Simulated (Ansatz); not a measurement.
Write the native input for Ansatz 0.2.0 that does the following.

```
Task                                : band structure
Functional                          : PBE
Potentials or basis                 : Ansatz PAW
Cutoff                              : 420 eV (not typed: the program's choice for these potentials)
k mesh                              : 9 × 9 × 9
Occupations                         : fermi-dirac, width 0.05 eV
Spin                                : no spin polarisation
Path                                : [["G", "X", "Y", "S", "G", "Z", "S1", "N", "P", "Y1", "Z"], ["X", "P"]]
Points for each segment of the path : 14
```

SnO2:

```xyz
6
Lattice="-2.0001 2.0001 5.1237 2.0001 -2.0001 5.1237 2.0001 2.0001 -5.1237" Properties=species:S:1:pos:R:3 pbc="T T T"
Sn    0.0000    0.0000    0.0000
Sn    0.0000    2.0001    2.5618
O     0.0000    2.0001    0.4767
O     0.0000    0.0000    2.0851
O     0.0000    2.0001    4.6469
O     0.0000    0.0000    8.1623
```

Measurements of this composition are mostly on another form, of space group No. 136.

One way to write it, as run:

input.yaml

```yaml
crystal:
  lattice:
    - [-2.0000686112, 2.0000686112, 5.1236788559]
    - [2.0000686112, -2.0000686112, 5.1236788559]
    - [2.0000686112, 2.0000686112, -5.1236788559]
  atoms:
    - { symbol: Sn, position: [0.0, 0.0, 0.0] }
    - { symbol: Sn, position: [0.75, 0.25, 0.5] }
    - { symbol: O, position: [0.54652259, 0.04652259, 0.5] }
    - { symbol: O, position: [0.20347741, 0.20347741, 0.0] }
    - { symbol: O, position: [0.95347741, 0.45347741, 0.5] }
    - { symbol: O, position: [0.79652259, 0.79652259, 0.0] }
hamiltonian:
  xc: pbe
  pseudopotentials: { kind: paw }
kpoints:
  mp_grid: { grid: [9, 9, 9] }
  band_path:
    path:
      - [[0.0, 0.0, 0.0], [-0.5, 0.5, 0.0], [-0.5, 0.5, -0.0761896521], [-0.2880948261, 0.2880948261, -0.2880948261], [0.0, 0.0, 0.0], [0.5, 0.5, -0.5], [0.2880948261, 0.7119051739, -0.7119051739], [0.0, 0.5, -0.5], [-0.25, 0.75, -0.25], [0.0761896521, 0.9238103479, -0.5], [0.5, 0.5, -0.5]]
      - [[-0.5, 0.5, 0.0], [-0.25, 0.75, -0.25]]
    npoints: 14
scf:
  occupations: { method: fermi_dirac, width: 0.05 }
  n_extra_bands: 15
output:
  forces: true
  stress: true
  eigenvalues: true
  fatbands: false
```

Potentials or basis: Ansatz PAW.

Launch:

```sh
$ ansatz run input.yaml --threads 2 --pin off --max-ram 5632MiB --backend cpu --events-out ev --progress --plain --runs-dir out
```

Results of the run:

```
Pressure                : 5.9 GPa
Largest force           : 0.040 eV/Å
Band gap on the k mesh  : 1.65 eV, indirect (least direct gap 2.03 eV)
Band gap along the path : 1.65 eV, indirect (least direct gap 2.03 eV)
```

Caveat: the pressure holds a Pulay correction of +0.8 GPa for the finite cutoff; spin-orbit coupling is left out, which moves the levels of the heavy elements.

Wall time 30 s on 2 threads of Intel(R) Xeon(R) Processor @ 2.50GHz (Skylake/Cascade Lake) (shared host), peak memory 0.52 GiB.
